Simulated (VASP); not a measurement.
Ta:

```
Ta
1.0
     1.66383   -5.27802    0.00000
     1.66383    5.27802    0.00000
     0.00000    0.00000    4.40337
Ta
4
Direct
  0.09800 0.90200 0.91000
  0.59800 0.40200 0.59000
  0.90200 0.09800 0.09000
  0.40200 0.59800 0.41000
```

The cell was built by a generator and needn't be a form met in nature.

| Property | Result |
| --- | --- |
| Program | VASP 6.6.1 |
| Task | relaxation of cell and atoms |
| Functional | PBE |
| Potentials or basis | VASP PAW PBE potentials, release 64 (Ta_pv) |
| Cutoff | 600 eV |
| k mesh | 6 × 6 × 4 |
| Occupations | gaussian, width 0.1 eV |
| Spin | no spin polarisation |

At the start: pressure 64.7 GPa; volume 19.33 Å³/atom.

Problem. Where does the relaxation end?

Solution. Over 20 steps the energy falls by 3823.7 meV/atom and the volume is 19.16 Å³/atom (-0.9 %); space group Fmmm (No. 69, to 0.05 Å).

The path:
```csv
step,energy change (eV),largest force (eV/Å),pressure (GPa),volume (Å³)
1,0.0000,12.6656,64.71,77.34
2,4.6766,0.8279,-20.38,201.43
3,-1.6242,0.2808,-26.95,157.72
4,-6.9471,0.4194,-27.73,128.35
5,-10.2359,3.1939,-12.15,100.72
6,-10.2327,3.4514,-10.74,99.61
7,-13.7063,2.5738,-11.07,85.42
8,19.7694,29.2466,341.64,49.02
9,-13.8776,2.8617,-6.59,82.55
10,-12.6779,3.9567,50.04,64.82
11,-14.7048,2.0686,0.31,77.02
12,-14.8380,0.4045,13.31,71.91
13,-14.9016,1.0573,7.81,73.67
14,-15.0713,1.2925,-1.99,78.70
15,-15.2220,0.6263,0.77,76.46
16,-15.2890,0.1457,-1.78,77.31
17,-15.2894,0.1340,-1.60,77.25
18,-15.2837,0.1057,2.81,75.48
19,-15.2945,0.0505,0.14,76.52
20,-15.2949,0.0089,0.01,76.62
```

Final structure:
```xyz
4
Lattice="1.5054 -5.1886 0.0000 1.5054 5.1886 0.0000 0.0000 0.0000 4.9048" Properties=species:S:1:pos:R:3 pbc="T T T"
Ta    1.5054    3.8025    4.9045
Ta    1.5054   -1.3861    2.4526
Ta    1.5054   -3.8025    0.0002
Ta    1.5054    1.3861    2.4522
```
